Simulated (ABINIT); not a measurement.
The system is GaAs.

```
As Ga
1.0
     0.00000    2.82685    2.82685
     2.82685    0.00000    2.82685
     2.82685    2.82685    0.00000
As Ga
1 1
Direct
  0.75000 0.75000 0.75000
  0.00000 0.00000 0.00000
```

Base run:

| Quantity | Value |
| --- | --- |
| Program | ABINIT 10.8.3 (patched build) |
| Functional | LDA |
| Potentials or basis | JTH PAW PBE v2.0 |
| Cutoff | 544 eV |
| k mesh | 8 × 8 × 8 |
| Occupations | fermi-dirac, width 0.05 eV |
| Spin | no spin polarisation |

Its results: band gap on the k mesh 0.29 eV, direct; pressure -1.8 GPa.

Q: After a change of settings the same cell gave: band gap on the k mesh 0.60 eV, direct; pressure 4.8 GPa. Which change was it?
A. functional from LDA to WC
B. functional from LDA to revPBE
C. functional from LDA to PBEsol
D. functional from LDA to PW91

A: B.

revPBE binds less tightly than LDA, so the same cell stands under more pressure.

Caveats: the PAW data sets were made with another functional, which shifts forces and pressure a little.
